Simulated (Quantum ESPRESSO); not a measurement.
**V: relaxation of cell and atoms with LDA**

The system is V.

```
CELL_PARAMETERS angstrom
-1.51435 1.51435 1.51435
1.51435 -1.51435 1.51435
1.51435 1.51435 -1.51435
ATOMIC_POSITIONS crystal
V 0.00000 0.00000 0.00000
```

```yaml
Program: Quantum ESPRESSO 7.5
Task: relaxation of cell and atoms
Functional: LDA
Potentials_or_basis: SSSP 1.3 efficiency PBE
Cutoff: 857 eV
Density_cutoff: 6884 eV
k_mesh: 12 × 12 × 12
Occupations: fermi-dirac, width 0.05 eV
Spin: collinear spin, ferromagnetic start
Starting_moments: "[2.0] μB"
Target_pressure: 20 GPa
Form_of_the_LDA_correlation: PZ81
Mixing_beta: 0.3
Most_SCF_iterations: 120
SCF_threshold: 2e-10 Ry
Most_ionic_steps: 40
Forc_conv_thr: 0.0004 Ry/bohr
Etot_conv_thr: 1e-05 Ry
Ion_dynamics: bfgs
Cell_dynamics: bfgs
Press_conv_thr: 0.3 kbar
```

The relaxed volume is 11.53 Å³/atom and the relaxed cell is a = 2.465 Å, b = 2.465 Å, c = 2.465 Å, α = 109.47°, β = 109.47°, γ = 109.47°. The space group after relaxing (to 0.05 Å) is Im-3m (No. 229) and the energy change on relaxing (the enthalpy is what falls) is -23.1 meV/atom. The ionic steps are 5, the pressure after relaxing is 19.9 GPa and the band gap on the k mesh is none (metal or under the smearing width). The net moment is 0.00 μB per cell, the absolute moment is 0.00 μB per cell and the valence electrons inside the program's atomic spheres are V 11.18.

The path:
```tsv
step	energy change (eV)	largest force (eV/Å)	pressure (GPa)	volume (Å³)
1	0.0000	0.0000	-17.64	13.89
2	-0.0038	0.0000	23.59	11.39
3	-0.0279	0.0000	19.03	11.57
4	-0.0231	0.0000	19.98	11.53
5	-0.0231	0.0000	19.98	11.53
```

Final structure:
```cif
data_structure
_symmetry_space_group_name_H-M 'P 1'
_symmetry_Int_Tables_number 1
_cell_length_a 2.4653
_cell_length_b 2.4653
_cell_length_c 2.4653
_cell_angle_alpha 109.471
_cell_angle_beta 109.471
_cell_angle_gamma 109.471
_cell_volume 11.53
loop_
_atom_site_label
_atom_site_type_symbol
_atom_site_fract_x
_atom_site_fract_y
_atom_site_fract_z
_atom_site_occupancy
V1 V 0.00000 0.00000 0.00000 1
```

Levels at points of the mesh, in eV from the Fermi level:
Spin up:
```csv
k point,band 4,band 5,band 6,band 7,band 8,band 9
"(0.00, 0.00, 0.00)",-36.33,-6.90,0.42,0.42,0.42,2.87
"(0.00, 0.00, -0.50)",-36.34,-3.80,-1.51,2.36,2.93,3.37
"(-0.50, -0.50, -0.50)",-37.32,-3.85,-3.85,4.61,4.61,4.61
```
Spin down:
| k point | band 2 | band 3 | band 4 | band 5 | band 6 | band 7 | band 8 | band 9 | band 10 | band 11 |
| --- | --- | --- | --- | --- | --- | --- | --- | --- | --- | --- |
| (0.00, 0.00, 0.00) | -36.33 | -36.33 | -36.33 | -6.90 | 0.42 | 0.42 | 0.42 | 2.87 | 2.87 | 21.79 |
| (0.00, 0.00, -0.50) | -37.82 | -36.78 | -36.34 | -3.80 | -1.51 | 2.36 | 2.93 | 3.37 | 5.12 | 12.31 |
| (-0.50, -0.50, -0.50) | -37.32 | -37.32 | -37.32 | -3.85 | -3.85 | 4.61 | 4.61 | 4.61 | 11.75 | 11.75 |

Wall time 120 s on 1 thread of Arm Neoverse V1, with other jobs on the host, peak memory 0.12 GiB.

Caveat: the potentials were made for another functional, which shifts forces and pressure; the volume moved by over 15 % at a fixed basis, so the end points are rough. LDA usually gives volumes a few per cent too small.
